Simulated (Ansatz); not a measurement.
This is a single-point calculation with Ansatz 0.2.0 on GaAs (started from an entry of an open crystallographic database); the level of theory is HSE06+SOC. The cell was relaxed beforehand with r2SCAN.

Input file:
```yaml
crystal:
  lattice:
    - [0.0, 2.8330831922, 2.8330831922]
    - [2.8330831922, 0.0, 2.8330831922]
    - [2.8330831922, 2.8330831922, 0.0]
  atoms:
    - { symbol: Ga, position: [0.0, 0.0, 0.0] }
    - { symbol: As, position: [0.25, 0.25, 0.25] }
kpoints:
  mp_grid: { grid: [4, 4, 4] }
  band_path:
    path:
      - [0.0, 0.0, 0.0]
      - [-0.5, -0.5, 0.0]
      - [-0.375, -0.375, 0.25]
      - [-0.375, 0.0, 0.375]
      - [0.0, 0.0, 0.5]
      - [-0.5, -0.25, 0.25]
    npoints: 1
hamiltonian:
  xc: hse06
scf:
  occupations: { method: fermi_dirac, width: 0.02 }
  n_extra_bands: 8
magnetization:
  noncollinear: true
  spin_orbit: true
output:
  eigenvalues: true
```

Run as `ansatz run input.yaml --threads 2 --pin off --max-ram 2211MiB --backend cpu --events-out ev --progress --plain --runs-dir out`.

The output, standing remarks left out:
```
scf.n_extra_bands = 8 over 28 filled bands (N_el = 28.0): the run solves 36 bands
Functional definition: HSE06
Crystal: 2 atoms, lattice volume = 45.479 Å³
Basis set: ecut = 420 eV, 893 PW (Γ)
Symmetry: 24 space group operations + 24 with time reversal
Magnetic group: BNS 216.75 (UNI 1577)
k-points: 8 of 64 (time reversal used)
[warm-up without exact exchange]
SCF 1 stopped early in 7 iterations: F = -8639.875538 eV  dr2 = 6.05e-6
[exact exchange on]
Exchange kernel: α = 0.2500, screened, ω = 0.2079 Å⁻¹, Wigner–Seitz truncation, v(0) = 1027.1244 eV·Å³, q-mesh 4×4×4
SCF 2 stopped early in 7 iterations: F = -8640.105566 eV  dr2 = 8.66e-6
hybrid outer 1: dexx = +1.020e-2 eV, tail = 8.26e-5 eV
SCF 3 converged in 4 iterations: F = -8640.105664 eV  dr2 = 1.42e-8
hybrid outer 2: dexx = +1.816e-6 eV, tail = 7.11e-8 eV, Δε = 3.07e-3 eV
hybrid SCF converged: 2 outer / 11 inner (+7 warm-up)
Magnetization: |M| = 0.0000 μB,  M = (+0.0000, +0.0000, +0.0000) μB
Free energy (F): -8640.105664 eV
Fermi energy:    8.476644 eV
--- Per-component energies (eV) ---
  E_band       = -388.423288
  E_kinetic    = 217.962196
  E_local      = -3930.950977
  E_nonlocal   = -243.902296
  E_hartree    = 1984.785749
  E_xc         = -119.249737
  E_vxc        = -109.846464
  E_exx        = -109.369740
  E_paw        = -3745.944006
  E_vpaw       = -72.514601
  E_ewald      = -2692.790196
  E_core_change = -0.646524
```

The file bands.tsv (bands near the Fermi energy, numbered from 0, rounded):
```tsv
# k_distance	band_18	band_19	band_20	band_21	band_22	band_23	band_24	band_25	band_26	band_27	band_28	band_29	band_30	band_31	band_32	band_33	band_34	band_35
# fermi_ev = 8.476647
# [0, 0, 0] at k_distance = 0.000000
# [-0.5, -0.5, 0] at k_distance = 1.108895
# [-0.375, -0.375, 0.25] at k_distance = 1.500949
# [-0.375, 0, 0.375] at k_distance = 2.180006
# [0, 0, 0.5] at k_distance = 2.859063
# [-0.5, -0.25, 0.25] at k_distance = 3.643170
# levels_relative_to = fermi_ev
0.000	-17.968	-17.968	-14.652	-14.652	-1.017	-1.017	-0.657	-0.657	-0.657	-0.657	0.643	0.643	3.636	3.636	3.825	3.825	3.825	3.825
1.109	-17.955	-17.955	-11.925	-11.925	-8.124	-8.124	-3.706	-3.706	-3.613	-3.613	1.316	1.316	1.576	1.576	10.656	10.656	10.722	10.722
1.501	-17.959	-17.952	-11.972	-11.968	-7.934	-7.881	-4.943	-4.877	-3.200	-3.198	1.879	1.881	4.693	4.754	8.251	8.290	8.405	8.411
2.180	-17.959	-17.952	-11.972	-11.968	-7.934	-7.881	-4.943	-4.877	-3.200	-3.198	1.879	1.881	4.693	4.754	8.251	8.290	8.405	8.411
2.859	-17.952	-17.952	-12.745	-12.745	-7.938	-7.938	-2.111	-2.111	-1.888	-1.888	0.999	0.999	4.643	4.643	4.723	4.723	7.868	7.868
3.643	-17.956	-17.954	-11.870	-11.864	-7.936	-7.874	-4.640	-4.504	-4.350	-4.307	4.628	4.688	4.814	4.912	5.545	5.642	6.088	6.094
```
In order the rows are Γ, X, U, K, L, W.

The HSE06+SOC gap is direct at Γ: 1.30 eV. Edges are sought over the mesh and the listed points.

The values are computed, non-magnetic, and not measurements.

The meshes of the hybrids are coarse, so their gaps aren't converged to the digits shown.
